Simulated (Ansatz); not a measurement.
**Molecular dynamics of H4C5N2O2**

Input file:

```yaml
accuracy: low
crystal:
  lattice:
    - [6.06808, 0.0, 0.0]
    - [0.0, 6.415419, 0.0]
    - [-2.855809, 0.0, 6.997947]
  atoms:
    - { symbol: H, position: [0.486, 0.25, 0.4747] }
    - { symbol: H, position: [0.514, 0.75, 0.5253] }
    - { symbol: H, position: [0.5573, 0.25, 0.8024] }
    - { symbol: H, position: [0.4427, 0.75, 0.1976] }
    - { symbol: H, position: [0.2401, 0.25, 0.924] }
    - { symbol: H, position: [0.7599, 0.75, 0.076] }
    - { symbol: H, position: [0.967, 0.25, 0.126] }
    - { symbol: H, position: [0.033, 0.75, 0.874] }
    - { symbol: C, position: [0.8398, 0.25, 0.5171] }
    - { symbol: C, position: [0.1602, 0.75, 0.4829] }
    - { symbol: C, position: [0.8036, 0.25, 0.3063] }
    - { symbol: C, position: [0.1964, 0.75, 0.6937] }
    - { symbol: C, position: [0.6416, 0.25, 0.5672] }
    - { symbol: C, position: [0.3584, 0.75, 0.4328] }
    - { symbol: C, position: [0.6868, 0.25, 0.7631] }
    - { symbol: C, position: [0.3132, 0.75, 0.2369] }
    - { symbol: C, position: [0.0847, 0.25, 0.8311] }
    - { symbol: C, position: [0.9153, 0.75, 0.1689] }
    - { symbol: "N", position: [0.9072, 0.25, 0.8961] }
    - { symbol: "N", position: [0.0928, 0.75, 0.1039] }
    - { symbol: "N", position: [0.0647, 0.25, 0.6476] }
    - { symbol: "N", position: [0.9353, 0.75, 0.3524] }
    - { symbol: O, position: [0.0036, 0.25, 0.2735] }
    - { symbol: O, position: [0.9964, 0.75, 0.7265] }
    - { symbol: O, position: [0.6049, 0.25, 0.1835] }
    - { symbol: O, position: [0.3951, 0.75, 0.8165] }
basis:
  ecutwfc: 420.0
kpoints:
  mp_grid: { grid: [2, 2, 2] }
hamiltonian:
  xc: pbe
scf:
  occupations: { method: fermi_dirac, width: 0.05 }
  lower_state_search: "off"
md:
  timestep: 0.5
  n_steps: 60
  ensemble: nvt_langevin
  temperature: 1500.0
  initial_velocities: maxwell_boltzmann
  seed: 33991
  friction: 0.005
```

Command:

```bash
$ ansatz run input.yaml --threads 1 --pin off --max-ram 3072MiB --backend cpu --events-out ev --progress --plain --runs-dir out
```

It starts from an unrelaxed structure (largest force component 7.50 eV/Å).

Output, in part (step lines):

```
md step     0: t =     0.00 fs  T =  1442.3 K  F+E_penalty+E_count = -6436.40260704 eV  E_kin = 4.847250 eV  (10 SCF iters)
md step     1: t =     0.50 fs  T =  1643.9 K  F+E_penalty+E_count = -6437.07174869 eV  E_kin = 5.524880 eV  (9 SCF iters)
md step     2: t =     1.00 fs  T =  1955.9 K  F+E_penalty+E_count = -6438.09756368 eV  E_kin = 6.573234 eV  (9 SCF iters)
md step     3: t =     1.50 fs  T =  2152.8 K  F+E_penalty+E_count = -6438.84100149 eV  E_kin = 7.235181 eV  (9 SCF iters)
md step     4: t =     2.00 fs  T =  2242.1 K  F+E_penalty+E_count = -6438.97088308 eV  E_kin = 7.535124 eV  (9 SCF iters)
md step     5: t =     2.50 fs  T =  2095.1 K  F+E_penalty+E_count = -6438.50620874 eV  E_kin = 7.041188 eV  (7 SCF iters)
md step     6: t =     3.00 fs  T =  1813.9 K  F+E_penalty+E_count = -6437.65771081 eV  E_kin = 6.095917 eV  (6 SCF iters)
md step     7: t =     3.50 fs  T =  1537.4 K  F+E_penalty+E_count = -6436.65925875 eV  E_kin = 5.166724 eV  (7 SCF iters)
md step     8: t =     4.00 fs  T =  1246.1 K  F+E_penalty+E_count = -6435.68622565 eV  E_kin = 4.187852 eV  (6 SCF iters)
md step     9: t =     4.50 fs  T =  1005.0 K  F+E_penalty+E_count = -6434.87091221 eV  E_kin = 3.377574 eV  (6 SCF iters)
md step    10: t =     5.00 fs  T =   837.8 K  F+E_penalty+E_count = -6434.30290753 eV  E_kin = 2.815796 eV  (8 SCF iters)
md step    11: t =     5.50 fs  T =   740.5 K  F+E_penalty+E_count = -6434.00400972 eV  E_kin = 2.488503 eV  (6 SCF iters)
md step    12: t =     6.00 fs  T =   745.7 K  F+E_penalty+E_count = -6433.97484625 eV  E_kin = 2.506144 eV  (7 SCF iters)
md step    13: t =     6.50 fs  T =   815.8 K  F+E_penalty+E_count = -6434.21311093 eV  E_kin = 2.741859 eV  (6 SCF iters)
md step    14: t =     7.00 fs  T =   939.1 K  F+E_penalty+E_count = -6434.67981193 eV  E_kin = 3.156067 eV  (6 SCF iters)
md step    15: t =     7.50 fs  T =  1102.3 K  F+E_penalty+E_count = -6435.30631464 eV  E_kin = 3.704630 eV  (6 SCF iters)
md step    16: t =     8.00 fs  T =  1314.2 K  F+E_penalty+E_count = -6435.98292553 eV  E_kin = 4.416775 eV  (6 SCF iters)
md step    17: t =     8.50 fs  T =  1459.3 K  F+E_penalty+E_count = -6436.54384834 eV  E_kin = 4.904389 eV  (6 SCF iters)
md step    18: t =     9.00 fs  T =  1537.7 K  F+E_penalty+E_count = -6436.78490774 eV  E_kin = 5.167916 eV  (6 SCF iters)
md step    19: t =     9.50 fs  T =  1437.4 K  F+E_penalty+E_count = -6436.53906449 eV  E_kin = 4.830890 eV  (6 SCF iters)
md step    20: t =    10.00 fs  T =  1224.9 K  F+E_penalty+E_count = -6435.83200667 eV  E_kin = 4.116448 eV  (9 SCF iters)
md step    21: t =    10.50 fs  T =   979.6 K  F+E_penalty+E_count = -6434.99019187 eV  E_kin = 3.292111 eV  (7 SCF iters)
md step    22: t =    11.00 fs  T =   858.1 K  F+E_penalty+E_count = -6434.50524429 eV  E_kin = 2.884004 eV  (7 SCF iters)
md step    23: t =    11.50 fs  T =   886.1 K  F+E_penalty+E_count = -6434.69916492 eV  E_kin = 2.978104 eV  (7 SCF iters)
md step    24: t =    12.00 fs  T =  1112.9 K  F+E_penalty+E_count = -6435.49568564 eV  E_kin = 3.740267 eV  (7 SCF iters)
md step    25: t =    12.50 fs  T =  1391.6 K  F+E_penalty+E_count = -6436.44834083 eV  E_kin = 4.676820 eV  (7 SCF iters)
md step    26: t =    13.00 fs  T =  1622.0 K  F+E_penalty+E_count = -6437.08050941 eV  E_kin = 5.451231 eV  (7 SCF iters)
md step    27: t =    13.50 fs  T =  1699.2 K  F+E_penalty+E_count = -6437.17450743 eV  E_kin = 5.710607 eV  (7 SCF iters)
md step    28: t =    14.00 fs  T =  1582.4 K  F+E_penalty+E_count = -6436.79718347 eV  E_kin = 5.318077 eV  (6 SCF iters)
md step    29: t =    14.50 fs  T =  1402.2 K  F+E_penalty+E_count = -6436.14885088 eV  E_kin = 4.712587 eV  (6 SCF iters)
md step    30: t =    15.00 fs  T =  1193.5 K  F+E_penalty+E_count = -6435.41394553 eV  E_kin = 4.010989 eV  (9 SCF iters)
md step    31: t =    15.50 fs  T =   977.4 K  F+E_penalty+E_count = -6434.74951865 eV  E_kin = 3.284824 eV  (6 SCF iters)
md step    32: t =    16.00 fs  T =   846.0 K  F+E_penalty+E_count = -6434.25729348 eV  E_kin = 2.843339 eV  (6 SCF iters)
md step    33: t =    16.50 fs  T =   799.6 K  F+E_penalty+E_count = -6433.98436837 eV  E_kin = 2.687168 eV  (6 SCF iters)
md step    34: t =    17.00 fs  T =   793.7 K  F+E_penalty+E_count = -6433.95946873 eV  E_kin = 2.667421 eV  (6 SCF iters)
md step    35: t =    17.50 fs  T =   821.7 K  F+E_penalty+E_count = -6434.17998891 eV  E_kin = 2.761563 eV  (6 SCF iters)
md step    36: t =    18.00 fs  T =   956.3 K  F+E_penalty+E_count = -6434.61773898 eV  E_kin = 3.213871 eV  (6 SCF iters)
md step    37: t =    18.50 fs  T =  1112.3 K  F+E_penalty+E_count = -6435.22347589 eV  E_kin = 3.738162 eV  (6 SCF iters)
md step    38: t =    19.00 fs  T =  1261.5 K  F+E_penalty+E_count = -6435.91649852 eV  E_kin = 4.239642 eV  (6 SCF iters)
md step    39: t =    19.50 fs  T =  1457.7 K  F+E_penalty+E_count = -6436.58374053 eV  E_kin = 4.899031 eV  (7 SCF iters)
md step    40: t =    20.00 fs  T =  1623.2 K  F+E_penalty+E_count = -6437.06681855 eV  E_kin = 5.455104 eV  (9 SCF iters)
md step    41: t =    20.50 fs  T =  1667.3 K  F+E_penalty+E_count = -6437.17515192 eV  E_kin = 5.603245 eV  (7 SCF iters)
md step    42: t =    21.00 fs  T =  1547.0 K  F+E_penalty+E_count = -6436.78199630 eV  E_kin = 5.199147 eV  (7 SCF iters)
md step    43: t =    21.50 fs  T =  1327.5 K  F+E_penalty+E_count = -6435.95895950 eV  E_kin = 4.461456 eV  (7 SCF iters)
md step    44: t =    22.00 fs  T =  1060.2 K  F+E_penalty+E_count = -6435.05485698 eV  E_kin = 3.563201 eV  (7 SCF iters)
md step    45: t =    22.50 fs  T =   919.3 K  F+E_penalty+E_count = -6434.55747667 eV  E_kin = 3.089596 eV  (7 SCF iters)
md step    46: t =    23.00 fs  T =   975.5 K  F+E_penalty+E_count = -6434.72879237 eV  E_kin = 3.278294 eV  (7 SCF iters)
md step    47: t =    23.50 fs  T =  1184.8 K  F+E_penalty+E_count = -6435.44922575 eV  E_kin = 3.981789 eV  (7 SCF iters)
md step    48: t =    24.00 fs  T =  1451.7 K  F+E_penalty+E_count = -6436.30665886 eV  E_kin = 4.878898 eV  (7 SCF iters)
md step    49: t =    24.50 fs  T =  1608.1 K  F+E_penalty+E_count = -6436.84103415 eV  E_kin = 5.404278 eV  (7 SCF iters)
md step    50: t =    25.00 fs  T =  1574.3 K  F+E_penalty+E_count = -6436.86207109 eV  E_kin = 5.290812 eV  (9 SCF iters)
md step    51: t =    25.50 fs  T =  1459.7 K  F+E_penalty+E_count = -6436.45520901 eV  E_kin = 4.905647 eV  (7 SCF iters)
md step    52: t =    26.00 fs  T =  1276.3 K  F+E_penalty+E_count = -6435.80867977 eV  E_kin = 4.289503 eV  (6 SCF iters)
md step    53: t =    26.50 fs  T =  1065.2 K  F+E_penalty+E_count = -6435.11233670 eV  E_kin = 3.579750 eV  (6 SCF iters)
md step    54: t =    27.00 fs  T =   916.5 K  F+E_penalty+E_count = -6434.51432673 eV  E_kin = 3.079998 eV  (7 SCF iters)
md step    55: t =    27.50 fs  T =   819.3 K  F+E_penalty+E_count = -6434.10599125 eV  E_kin = 2.753365 eV  (6 SCF iters)
md step    56: t =    28.00 fs  T =   772.1 K  F+E_penalty+E_count = -6433.94022014 eV  E_kin = 2.594969 eV  (6 SCF iters)
md step    57: t =    28.50 fs  T =   829.5 K  F+E_penalty+E_count = -6434.03296113 eV  E_kin = 2.787590 eV  (6 SCF iters)
md step    58: t =    29.00 fs  T =   951.6 K  F+E_penalty+E_count = -6434.34804119 eV  E_kin = 3.197942 eV  (6 SCF iters)
md step    59: t =    29.50 fs  T =  1106.1 K  F+E_penalty+E_count = -6434.83925009 eV  E_kin = 3.717444 eV  (6 SCF iters)
md step    60: t =    30.00 fs  T =  1295.9 K  F+E_penalty+E_count = -6435.43975332 eV  E_kin = 4.355200 eV  (9 SCF iters)
```

The run went to its last step. The mean temperature of the second half is 23 % below the set value. A run of 0.03 ps of so small a system gives no equilibrium averages. Limits of this set-up: coarse k mesh, low accuracy level.

Mean squared displacements from the first frame to the last, about the centre of mass: H 0.21 Å², C 0.05 Å², N 0.10 Å², O 0.06 Å².

Last frame:

```xyz
26
Lattice="6.0681 0.0000 0.0000 0.0000 6.4154 0.0000 -2.8558 0.0000 6.9979" Properties=species:S:1:pos:R:3
H 1.293 1.757 3.393
H 1.740 4.618 3.937
H 0.959 1.336 6.036
H 2.598 5.030 1.583
H -0.701 1.480 6.471
H 4.593 4.364 0.247
H 5.441 1.256 1.025
H -1.882 4.601 6.267
C 3.424 1.568 3.590
C -0.447 5.058 3.288
C 3.811 1.564 2.191
C -0.756 4.880 4.755
C 2.200 1.601 4.132
C 0.960 4.852 3.119
C 2.088 1.417 5.445
C 1.423 4.755 1.763
C -1.809 1.454 5.657
C 5.338 4.796 1.056
N 3.137 1.396 6.338
N 0.546 4.621 0.760
N -1.569 1.561 4.424
N 4.832 5.166 2.220
O -0.969 1.415 2.017
O 4.002 4.838 5.095
O 3.034 1.933 1.323
O 0.125 4.713 5.634
```

Time of the run: 7.3 min on 1 CPU thread of a shared host.
